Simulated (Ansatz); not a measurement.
HfN under changes of volume

One of the cells (11.482 Å³/atom); the others are scaled copies at fixed shape and fractional positions:

```
Hf N
1.0
     0.00000    2.25600    2.25600
     2.25600    0.00000    2.25600
     2.25600    2.25600    0.00000
Hf N
1 1
Cartesian
  0.0000 0.0000 0.0000
  2.2560 2.2560 2.2560
```

```yaml
Program: Ansatz 0.2.0
Functional: RPBE
Dispersion: D3(BJ)
Potentials_or_basis: all-electron LAPW, relativistic spinors
Cutoff: 371 eV (chosen from the basis error)
Basis_error_allowed: 0.0005 eV/atom
k_mesh: 8 × 8 × 8
Occupations: gaussian, width 0.15 eV
Spin: spin-orbit coupling, no magnetisation
```

```csv
volume (Å³/atom),energy over the lowest point (meV/atom),pressure (GPa)
10.793,0.00,-6.7
11.023,14.30,-13.1
11.252,37.35,-18.9
11.482,68.24,-24.1
11.712,106.14,-28.7
11.941,150.32,-32.8
12.171,?,?
```

**Question.** What does the run at 12.171 Å³/atom give?

**Answer.** Energy over the lowest point 200.10 meV/atom; pressure -36.5 GPa.

Worked out: A Birch-Murnaghan fit of order 3 (a polynomial in V^(-2/3)) to the other rows has its minimum at 10.57 Å³/atom, just outside them, with B0 = V·E''(V) = 343 GPa and B' = 3.9. It gives 200.32 meV/atom at 12.171 Å³/atom, against the run's 200.10, and -dE/dV = -36.7 GPa, against -36.5.

Energies are extrapolated to zero smearing.

Caveats: the k mesh is thin for a metal, which can move the energy by tens of meV per atom; pairwise dispersion overbinds metals, which lowers pressure and volume.

The runs don't all hold the same shells in valence.
